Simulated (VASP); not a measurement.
Set up this calculation in VASP 6.6.1, as the native input.

```
Task                   : optical spectrum
Functional             : PBE
Potentials or basis    : VASP PAW PBE potentials, release 64 (B, As)
Cutoff                 : 520 eV
k mesh                 : 10 × 10 × 10
Occupations            : gaussian, width 0.03 eV
Spin                   : no spin polarisation
Further INCAR settings : ALGO = Fast; EDIFF = 1e-06; NBANDS = 52
```

The structure of BAs lies in POSCAR:

```
BAs                                     
1.0
    0.0000000000      2.3885000000      2.3885000000
    2.3885000000      0.0000000000      2.3885000000
    2.3885000000      2.3885000000      0.0000000000
  B               As            
     1     1
Direct
     0.0000000000000000    0.0000000000000000    0.0000000000000000
     0.2500000000000000    0.2500000000000000    0.2500000000000000
```

One way to write it, as run:

INCAR

```
SYSTEM = BAs
PREC     = Accurate       ! precision mode
ENCUT    = 520            ! plane-wave cutoff, eV
EDIFF    = 1E-6           ! SCF threshold, eV
ISMEAR   = 0              ! smearing method
SIGMA    = 0.03           ! smearing width, eV
LREAL    = .FALSE.        ! projectors in reciprocal space
LASPH    = .TRUE.         ! aspherical terms in the spheres
NELM     = 80             ! most SCF steps
ALGO     = Fast           ! electronic algorithm
ISIF     = 2              ! what is computed and relaxed
LWAVE    = .FALSE.        ! write WAVECAR
LCHARG   = .FALSE.        ! write CHGCAR
GGA      = PE             ! functional
LOPTICS  = .TRUE.         ! frequency-dependent dielectric function
NBANDS   = 52             ! bands
NEDOS    = 1000           ! points of the DOS
CSHIFT   = 0.05
```

KPOINTS

```
regular mesh
0
G
  10 10 10
  0 0 0
```

Potentials or basis: VASP PAW PBE potentials, release 64 (B, As).

Command:

```console
$ cat potpaw_PBE.64/B/POTCAR potpaw_PBE.64/As/POTCAR > POTCAR
$ mpirun -np 1 vasp_std > vasp.out
```

Results of the run:

```yaml
Pressure: 3.4 GPa
Band_gap_on_the_k_mesh: 1.18 eV, indirect (least direct gap 3.28 eV)
```

Caveat: spectra need much finer meshes, so this one isn't converged; independent-particle spectra lack excitons.

Run time: 48 s on 1 thread of Intel(R) Xeon(R) Platinum 8375C CPU @ 2.90GHz (Ice Lake), on a shared host, peak memory 0.2 GiB.
